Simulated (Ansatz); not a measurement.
Single sheet of Bi₂Se₃:

```yaml
crystal:
  lattice:
    - [4.12434, 0.00000, 0.00000]
    - [-2.06217, 3.57179, 0.00000]
    - [0.00000, 0.00000, 39.98244]
  periodic: [true, true, false]
  atoms:
    - { symbol: Se, position: [0.00000, 0.00000, 0.41202] }
    - { symbol: Bi, position: [0.33333, 0.66667, 0.45153] }
    - { symbol: Se, position: [0.66667, 0.33333, 0.50000] }
    - { symbol: Bi, position: [0.00000, 0.00000, 0.54847] }
    - { symbol: Se, position: [0.33333, 0.66667, 0.58798] }
```

Method: DFT PBE+D3(BJ), scalar-relativistic, plane waves, PAW in Ansatz. Settings: cutoff 420 eV, Γ-centred mesh 12×12×1 on the computed 10-atom cell, Gaussian smearing of 0.02 eV; no spin polarisation. The sheet is isolated along c (Coulomb cut-off).

Two copies are stacked at this cell; shifts count in fractions of a and b, turns are about the origin, and heights relax. Binding counts from two free sheets, negative where bound; one atom of each layer keeps its place in the plane.

(1) Order the stackings from most to least strongly bound.
A. Upper layer shifted by (0.333, 0.667)
B. Upper layer turned by 180 degrees and shifted by (0.667, 0.333)
C. Upper layer shifted by (0, 0)
D. Upper layer shifted by (0.667, 0.333)
E. Upper layer turned by 180 degrees and shifted by (0.5, 0)
F. Upper layer shifted by (0.5, 0)
G. Upper layer turned by 180 degrees and shifted by (0, 0)
H. Upper layer turned by 180 degrees and shifted by (0.333, 0.667)

Spin-orbit coupling is left out, which matters for the bands of heavy elements. Gaps are read on the k points sampled, so a band crossing between them can be missed.

Answers

(1) D (-24.5 meV/Å²), G (-23.4 meV/Å²), B (-23.4 meV/Å²), C (-21.2 meV/Å²), F (-17.0 meV/Å²), E (-16.8 meV/Å²), A (-13.9 meV/Å²), H (-13.5 meV/Å²).